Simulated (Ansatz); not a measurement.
## RuS2 (Laurite) in Ansatz: the effect of functional

RuS2 (Laurite):

```
Ru S
1.0
     5.61060    0.00000    0.00000
     0.00000    5.61060    0.00000
     0.00000    0.00000    5.61060
Ru S
4 8
Direct
  0.00000 0.50000 0.50000
  0.50000 0.50000 0.00000
  0.50000 0.00000 0.50000
  0.00000 0.00000 0.00000
  0.38831 0.11169 0.88831
  0.11169 0.88831 0.38831
  0.88831 0.38831 0.11169
  0.61169 0.61169 0.61169
  0.61169 0.88831 0.11169
  0.88831 0.11169 0.61169
  0.11169 0.61169 0.88831
  0.38831 0.38831 0.38831
```

Alike in all runs:

| Property | Result |
| --- | --- |
| Program | Ansatz 0.2.0 |
| Task | band structure |
| Potentials or basis | Ansatz PAW |
| k mesh | 5 × 5 × 5 |
| Occupations | fermi-dirac, width 0.05 eV |
| Spin | no spin polarisation |

```tsv
functional	cutoff	gap on the mesh (eV)	pressure (GPa)	largest force (eV/Å)
PBEsol	420 eV (not typed: the program's choice for these potentials)	0.71	-3.1	0.33
r2SCAN	500 eV (not typed: the program's choice for these potentials)	0.94	2.1	0.07
LDA	420 eV (not typed: the program's choice for these potentials)	0.70	-6.3	0.36
PBE	420 eV (not typed: the program's choice for these potentials)	?	?	?
```

**Question.** What does the run with functional PBE give?

**Answer.** gap on the mesh 0.75 eV; pressure 3.7 GPa; largest force 0.26 eV/Å.

Caveats: the PAW data sets come from PBE, with cores solved anew for the run's functional, which leaves a small shift of forces and pressure (some runs).

